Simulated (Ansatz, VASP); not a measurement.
NaH in VASP and in Ansatz

Contents of INCAR:

```
PREC     = Accurate       # precision mode
ENCUT    = 520            # plane-wave cutoff, eV
EDIFF    = 1E-7           # SCF threshold, eV
ISMEAR   = -1             # smearing method
SIGMA    = 0.03           # smearing width, eV
LREAL    = F              # projectors in reciprocal space
LASPH    = T              # aspherical terms in the spheres
NELM     = 60             # most SCF steps
ALGO     = Normal         # electronic algorithm
ISIF     = 2              # what is computed and relaxed
LWAVE    = F              # write WAVECAR
LCHARG   = F              # write CHGCAR
GGA      = CA             # functional
NBANDS   = 11             # bands
```

Contents of KPOINTS:

```
Automatic mesh
0
Gamma
  8 8 8
```

File POSCAR:

```
NaH
1.0
    0.0000000000      2.3864216652      2.3864216652
    2.3864216652      0.0000000000      2.3864216652
    2.3864216652      2.3864216652      0.0000000000
Na H
1 1
Direct
   -0.0450000000     -0.0450000000      0.0450000000
    0.5450000000      0.5450000000      0.4550000000
```

Input for Ansatz:

```yaml
crystal:
  lattice:
    - [0.0, 2.3864216652, 2.3864216652]
    - [2.3864216652, 0.0, 2.3864216652]
    - [2.3864216652, 2.3864216652, 0.0]
  atoms:
    - { symbol: Na, position: [-0.045, -0.045, 0.045] }
    - { symbol: H, position: [0.545, 0.545, 0.455] }
kpoints:
  mp_grid: { grid: [8, 8, 8] }
scf:
  occupations: { method: fermi_dirac, width: 0.03 }
hamiltonian:
  xc: lda
  pseudopotentials: { kind: paw }
output:
  forces: true
  stress: true
  eigenvalues: true
  populations: true
```

Change from the starting cell: shortest bond scaled by 0.82, PAW files.

Alike in both runs: task single point; functional LDA; k mesh 8 × 8 × 8; occupations fermi-dirac, width 0.03 eV; no spin polarisation.

```csv
,VASP,Ansatz
version,VASP 6.6.1,Ansatz 0.2.0
potentials or method,"VASP PAW LDA potentials, release 64 (Na_pv, H)","PAW with Ansatz's default frozen-core files, scalar-relativistic"
plane-wave cutoff (eV),520,420
valence electrons in the cell,8,10
```

|  | VASP | Ansatz | Ansatz less VASP |
| --- | --- | --- | --- |
| gap on the k mesh at the Fermi level (eV) | 3.41 | 3.41 | +0.003 |
| pressure (GPa) | 0.6 | 0.6 | +0.03 |
| largest component of the traceless stress (GPa) | 4.79 | 4.76 | -0.034 |
| rms of the force components (eV/Å) | 0.411 | 0.408 | -0.0031 |

Atom by atom the forces differ by 0.003 eV/Å (rms over components). The two sets of potentials don't hold the same shells in valence.

A k mesh can miss the band edges.
